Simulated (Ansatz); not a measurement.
**ZnS: relaxation of cell and atoms with PBEsol+D4**

Crystal: ZnS.

```xyz
2
Lattice="0.0000 2.7020 2.7020 2.7020 0.0000 2.7020 2.7020 2.7020 0.0000" Properties=species:S:1:pos:R:3 pbc="T T T"
Zn    4.0530    4.0530    4.0530
S     0.0000    0.0000    0.0000
```

```yaml
Program: Ansatz 0.2.0
Task: relaxation of cell and atoms
Functional: PBEsol
Dispersion: D4
Potentials_or_basis: Ansatz PAW
Cutoff: "420 eV (not typed: the program's choice for these potentials)"
k_mesh: 9 × 9 × 9
Occupations: fermi-dirac, width 0.05 eV
Spin: no spin polarisation
```

```json
{
 "Relaxed volume": "18.87 Å³/atom",
 "Relaxed cell": "a = 3.765 Å, b = 3.765 Å, c = 3.765 Å, α = 60.00°, β = 60.00°, γ = 60.00°",
 "Space group after relaxing (to 0.05 Å)": "F-43m (No. 216)",
 "Energy gained by relaxing": "9.3 meV/atom",
 "Ionic steps": "5",
 "Pressure after relaxing": "0.0 GPa",
 "Band gap on the k mesh": "2.16 eV, direct"
}
```

The path:
```
step  energy change (eV)  largest force (eV/Å)  volume (Å³)
   1              0.0000                0.0000        39.45
   2             -0.0157                0.0000        38.44
   3             -0.0193                0.0000        37.68
   4             -0.0193                0.0000        37.74
   5             -0.0186                0.0000        37.74
```

Final structure:
```cif
data_structure
_symmetry_space_group_name_H-M 'P 1'
_symmetry_Int_Tables_number 1
_cell_length_a 3.7650
_cell_length_b 3.7650
_cell_length_c 3.7650
_cell_angle_alpha 60.000
_cell_angle_beta 60.000
_cell_angle_gamma 60.000
_cell_volume 37.74
loop_
_atom_site_label
_atom_site_type_symbol
_atom_site_fract_x
_atom_site_fract_y
_atom_site_fract_z
_atom_site_occupancy
Zn1 Zn 0.75000 0.75000 0.75000 1
S1 S 0.00000 0.00000 0.00000 1
```

Levels at points of the mesh, in eV from the valence-band top:
```
           k point  band 5  band 6  band 7  band 8  band 9  band 10  band 11  band 12  band 13
(0.00, 0.00, 0.00)   -6.01   -6.01    0.00    0.00    0.00     2.16     6.24     6.24     6.24
```

Run time: 8.6 s on 2 threads of Intel(R) Xeon(R) Processor @ 2.70GHz, on a shared host, peak memory 0.36 GiB.

Caveat: odd divisions of the mesh miss points on the zone boundary, where band edges often lie, so the gap on the mesh can be too wide; the plane-wave basis is chosen anew once the cell has moved, so the energies of steps on either side of that aren't comparable; the PAW data sets come from PBE, with cores solved anew for the run's functional, which leaves a small shift of forces and pressure.
